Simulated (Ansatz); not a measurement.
Crystal: HfC.

```xyz
2
Lattice="0.0000 2.3250 2.3250 2.3250 0.0000 2.3250 2.3250 2.3250 0.0000" Properties=species:S:1:pos:R:3 pbc="T T T"
Hf    2.3250    2.3250    2.3250
C     0.0000    0.0000    0.0000
```

```yaml
Program: Ansatz 0.2.0
Task: relaxation of cell and atoms
Functional: revPBE
Dispersion: D3(BJ)
Potentials_or_basis: all-electron LAPW, scalar-relativistic
Basis_error_allowed: 0.001 eV/atom
k_mesh: 10 × 10 × 10
Occupations: fermi-dirac, width 0.05 eV
Spin: no spin polarisation
```

At the start: volume 12.57 Å³/atom.

Where does the relaxation end?

Over 5 steps the energy falls by 5.6 meV/atom and the volume is 12.26 Å³/atom (-2.4 %); space group Fm-3m (No. 225, to 0.05 Å).

The path:
```tsv
step	energy change (eV)	largest force (eV/Å)	volume (Å³)
1	0.0000	0.0000	25.14
2	-0.0050	0.0000	24.09
3	-0.0111	0.0000	24.54
4	-0.0111	0.0000	24.52
5	-0.0111	0.0000	24.52
```

Final structure:
```
Hf C
1.0
     0.00000    2.30600    2.30600
     2.30600    0.00000    2.30600
     2.30600    2.30600    0.00000
Hf C
1 1
Direct
  0.50000 0.50000 0.50000
  0.00000 0.00000 0.00000
```
